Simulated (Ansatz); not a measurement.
Ansatz input file:

```yaml
crystal:
  lattice:
    - [-1.6305117543, 1.6305117543, 1.6305117543]
    - [1.6305117543, -1.6305117543, 1.6305117543]
    - [1.6305117543, 1.6305117543, -1.6305117543]
  atoms:
    - { symbol: Hf, position: [0.0, 0.0, 0.0] }
basis:
  ecutwfc: 420
kpoints:
  mp_grid: { grid: [18, 18, 18] }
hamiltonian:
  xc: pbe
scf:
  occupations: { method: gaussian, width: 0.1 }
output:
  forces: true
  stress: true
  eigenvalues: true
  populations: true
```

Launched with
```bash
ansatz run input.yaml --threads 1 --pin off --max-ram 1331MiB --backend cpu --events-out ev --progress --plain --runs-dir out
```

The calculation used DFT PBE, scalar-relativistic, plane waves, PAW in Ansatz 0.2.0.

Abridged output (final results; tables in files aren't shown):

```
SCF 1 converged in 6 iterations: F = -15720.703466 eV  dr2 = 3.24e-8
SCF converged after 6 iterations
Free energy (F): -15720.703466 eV
Harris-Foulkes:  -15720.703466 eV  (|F-HF|=3.81e-8)
Internal energy: -15720.698183 eV  (E = F + TS)
E sigma→0 (E₀):  -15720.700825 eV
Entropy (-TS):   -0.005283 eV (-5.283 meV/atom)
Fermi energy:    25.765956 eV
--- Per-component energies (eV) ---
  E_band       = 209.717590
  E_kinetic    = 436.351784
  E_local      = -4367.609575  (includes V_loc(G=0)·N_el)
  E_nonlocal   = -1243.150953
  E_hartree    = 2119.938301
  E_xc         = -304.219857
  E_vxc        = -271.706707  (∫ρ·V_xc dr)
  E_paw        = -6930.449074  (= ΣΔE_a)
  E_vpaw       = 1415.961622  (= ΣTr[D̂ρ^β])
  E_aug_tail   = -0.000001  (compensation charges beyond the density's cutoff)
  E_ewald      = -5431.558808
  E_smearing   = -0.005283  (= −TS)
--- Forces (eV/Å), atoms counted from 1 ---
  atom   1  Hf     0.00000000     0.00000000     0.00000000
--- Stress (GPa, compression-positive) ---
       37.142263       0.000000       0.000000
        0.000000      37.142263       0.000000
        0.000000       0.000000      37.142263
  P = ⅓ Tr σ = 37.1423 GPa (371.423 kbar)
--- Band table (eV; the first three rows and the last of 195) ---
  k-point 0: bands = ["-35.2685", "-3.1507", "-3.1507", "-3.1507", "14.8361", "14.8361", "14.8361", "14.9945", "14.9945", "14.9945", "15.0561", "18.0202", "27.4017", "27.4017", "27.4017", "30.9723", "30.9723"]
  k-point 1: bands = ["-35.2624", "-3.2132", "-3.1687", "-3.1514", "14.8377", "14.8392", "14.8395", "14.9911", "14.9932", "14.9932", "15.0515", "18.1785", "27.2883", "27.3648", "27.5598", "30.7686", "30.9675"]
  k-point 2: bands = ["-35.2448", "-3.3899", "-3.2202", "-3.1533", "14.8418", "14.8484", "14.8494", "14.9817", "14.9885", "14.9897", "15.0400", "18.6324", "26.9796", "27.2087", "28.0285", "30.3765", "30.9658"]
  k-point 194: bands = ["-34.9155", "-4.3851", "-4.3851", "-4.3851", "14.8151", "14.9113", "14.9113", "14.9113", "15.0126", "15.0126", "15.0126", "21.8759", "21.8759", "34.5992", "34.5992", "34.5992", "35.3888"]
--- Löwdin populations: 1 site ---
  site symbol q [e]
     0     Hf     25.9727
  spilling = 0.001052 (of n_electrons = 26.000000)
```

Self-consistency was reached.

Spin–orbit coupling is left out, which can shift energies with elements as heavy as these.